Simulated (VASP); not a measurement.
Level of theory: r2SCAN meta-GGA, VASP's PBE PAW potentials (set 64) (plane waves; VASP).

VASP ran on this input.

### INCAR
```
LEFG  =  T
LMIXTAU  =  T
ISIF  =  2   ! forces and stress, cell fixed
LASPH  =  T
LORBIT  =  11
PREC  =  Accurate
ISMEAR  =  -5
ENCUT  =  520   ! plane-wave cut-off (eV)
NEDOS  =  601
LCHARG  =  F
EDIFF  =  1E-7
METAGGA  =  R2SCAN
ALGO  =  Normal   ! blocked Davidson
LMAXMIX  =  4
SYSTEM  =  BaF2
NELM  =  100
LWAVE  =  F
LREAL  =  F   ! projection in real space or not
```

File KPOINTS:
```
Automatic mesh
0
Gamma
7 7 7
0 0 0
```

### POSCAR
```
BaF2
1
    0.0000000000     3.1128768919     3.1128768919
    3.1128768919     0.0000000000     3.1128768919
    3.1128768919     3.1128768919     0.0000000000
Ba F
1 2
Direct
  0.0000000000   0.0000000000   0.0000000000
  0.2500000000   0.2500000000   0.2500000000
  0.7500000000   0.7500000000   0.7500000000
```

KPOINTS_OPT:
```
k-points along high-symmetry lines
10
Line-mode
Reciprocal
  0.000000   0.000000   0.000000 ! GAMMA
  0.500000   0.000000   0.500000 ! X

  0.500000   0.000000   0.500000 ! X
  0.625000   0.250000   0.625000 ! U

  0.375000   0.375000   0.750000 ! K
  0.000000   0.000000   0.000000 ! GAMMA

  0.000000   0.000000   0.000000 ! GAMMA
  0.500000   0.500000   0.500000 ! L

  0.500000   0.500000   0.500000 ! L
  0.500000   0.250000   0.750000 ! W

  0.500000   0.250000   0.750000 ! W
  0.500000   0.000000   0.500000 ! X
```

POTCAR, in this order: Ba_sv F (PBE.64 set). Program: vasp_std.

Output of the run:

**OSZICAR**
```
       N       E                     dE             d eps       ncg     rms          rms(c)
DAV:   1     0.127987822335E+03    0.12799E+03   -0.13498E+04   640   0.143E+03
DAV:   2    -0.474553945159E+02   -0.17544E+03   -0.17404E+03   808   0.302E+02
DAV:   3    -0.541366935192E+02   -0.66813E+01   -0.66742E+01   856   0.674E+01
DAV:   4    -0.542079656241E+02   -0.71272E-01   -0.71261E-01   824   0.646E+00
DAV:   5    -0.542101729079E+02   -0.22073E-02   -0.22073E-02   888   0.665E-01    0.787E+00
DAV:   6    -0.460844420100E+02    0.81257E+01   -0.42232E+00   896   0.179E+01    0.350E+00
DAV:   7    -0.445821434705E+02    0.15023E+01   -0.16612E+00   664   0.139E+01    0.214E+00
DAV:   8    -0.483117825537E+02   -0.37296E+01   -0.11304E+00   664   0.126E+01    0.857E-01
DAV:   9    -0.446491777093E+02    0.36626E+01   -0.55431E-01   640   0.665E+00    0.965E-01
DAV:  10    -0.450287444919E+02   -0.37957E+00   -0.35920E-01   640   0.557E+00    0.289E-01
DAV:  11    -0.449238886054E+02    0.10486E+00   -0.45706E-02   640   0.210E+00    0.245E-01
DAV:  12    -0.450606353616E+02   -0.13675E+00   -0.73515E-02   640   0.285E+00    0.129E-01
DAV:  13    -0.450629396716E+02   -0.23043E-02   -0.16679E-03   784   0.466E-01    0.675E-02
DAV:  14    -0.450637172179E+02   -0.77755E-03   -0.11131E-03   760   0.291E-01    0.323E-02
DAV:  15    -0.450638028192E+02   -0.85601E-04   -0.18960E-04   728   0.161E-01    0.112E-02
DAV:  16    -0.450637397048E+02    0.63114E-04   -0.24046E-05   696   0.719E-02    0.544E-03
DAV:  17    -0.450640275666E+02   -0.28786E-03   -0.86689E-05   656   0.106E-01    0.854E-03
DAV:  18    -0.450640294763E+02   -0.19098E-05   -0.21750E-06   824   0.168E-02    0.594E-03
DAV:  19    -0.450640286617E+02    0.81460E-06   -0.12481E-06   704   0.124E-02    0.334E-03
DAV:  20    -0.450640307854E+02   -0.21237E-05   -0.16536E-06   656   0.167E-02    0.198E-03
DAV:  21    -0.450640309443E+02   -0.15890E-06   -0.36869E-07   744   0.536E-03    0.570E-04
DAV:  22    -0.450640309646E+02   -0.20239E-07   -0.89636E-08   536   0.284E-03
   1 F= -.45064031E+02 E0= -.45064031E+02  d E =0.000000E+00
       N       E                     dE             ncg
       N       E                     dE             ncg
       N       E                     dE             ncg
```

### OUTCAR
```
------------------------ aborting loop because EDIFF is reached ----------------------------------------
  FORCE on cell =-STRESS in cart. coord.  units (eV):
  Direction    XX          YY          ZZ          XY          YZ          ZX
  --------------------------------------------------------------------------------------
  Total        0.0211916      0.0211916      0.0211916      0.0000000      0.0000000     -0.0000000
  in kB        0.5628068      0.5628068      0.5628068      0.0000000      0.0000000     -0.0000000
  external PRESSURE =       0.5628068 kB  Pullay stress =       0.0000000 kB
  volume of cell :       60.33
      direct lattice vectors                 reciprocal lattice vectors
     0.000000000  3.112876892  3.112876892    -0.160623120  0.160623120  0.160623120
     3.112876892  0.000000000  3.112876892     0.160623120 -0.160623120  0.160623120
     3.112876892  3.112876892  0.000000000     0.160623120  0.160623120 -0.160623120
 POSITION                                       TOTAL-FORCE (eV/Angst)
 -----------------------------------------------------------------------------------
      0.00000      0.00000      0.00000         0.000000      0.000000     -0.000000
      1.55644      1.55644      1.55644        -0.000000     -0.000000      0.000000
      4.66932      4.66932      4.66932         0.000000      0.000000      0.000000
 -----------------------------------------------------------------------------------
    total drift:                                0.000000      0.000000      0.000000
  FREE ENERGIE OF THE ION-ELECTRON SYSTEM (eV)
  ---------------------------------------------------
  free  energy   TOTEN  =       -45.0640309646 eV

  energy  without entropy=      -45.0640309646  energy(sigma->0) =      -45.06403096

 total charge

# of ion       s       p       d       tot
------------------------------------------
    1        2.008   5.661   0.202   7.872
    2        1.738   4.387   0.000   6.125
    3        1.738   4.387   0.000   6.125
--------------------------------------------------
tot          5.483  14.436   0.202  20.121
```
(Selected blocks of OUTCAR.)

OUTCAR:
```
 val. band max:       -2.6565030848   @ k =   0.4286   0.2857   0.1429

 cond. band min:       4.6385820959   @ k =   0.0000   0.0000   0.0000


 Fermi energy:        -2.6387543649

 k-point     1 :       0.0000    0.0000    0.0000
  band No.  band energies     occupation
      1     -26.3102      2.00000
      2     -22.7062      2.00000
      3     -22.5943      2.00000
      4     -10.6797      2.00000
      5     -10.6797      2.00000
      6     -10.6797      2.00000
      7      -4.0783      2.00000
      8      -4.0783      2.00000
      9      -4.0783      2.00000
     10      -2.7138      2.00000
     11      -2.7138      2.00000
     12      -2.7138      2.00000
     13       4.6386      0.00000
     14       7.2118      0.00000
     15       7.2118      0.00000
     16       9.5228      0.00000

 k-point     2 :       0.1429    0.0000    0.0000
  band No.  band energies     occupation
      1     -26.2677      2.00000
      2     -22.7239      2.00000
      3     -22.6447      2.00000
      4     -10.7154      2.00000
      5     -10.7098      2.00000
      6     -10.7098      2.00000
      7      -3.9963      2.00000
      8      -3.9963      2.00000
      9      -3.8759      2.00000
     10      -2.8452      2.00000
     11      -2.7403      2.00000
     12      -2.7403      2.00000
     13       5.0757      0.00000
     14       7.1894      0.00000
     15       7.1894      0.00000
     16       9.2799      0.00000

 k-point     3 :       0.2857    0.0000    0.0000
  band No.  band energies     occupation
      1     -26.1671      2.00000
      2     -22.8047      2.00000
      3     -22.7245      2.00000
      4     -10.7867      2.00000
      5     -10.7752      2.00000
      6     -10.7752      2.00000
      7      -3.8228      2.00000
      8      -3.8228      2.00000
      9      -3.4198      2.00000
     10      -3.0894      2.00000
     11      -2.7860      2.00000
     12      -2.7860      2.00000
     13       6.0099      0.00000
...
```

Unless said otherwise, spin-orbit coupling is left out, though it shifts the bands of the heavy elements here.

The compound is BaF2 in the fluorite structure. It was relaxed first.
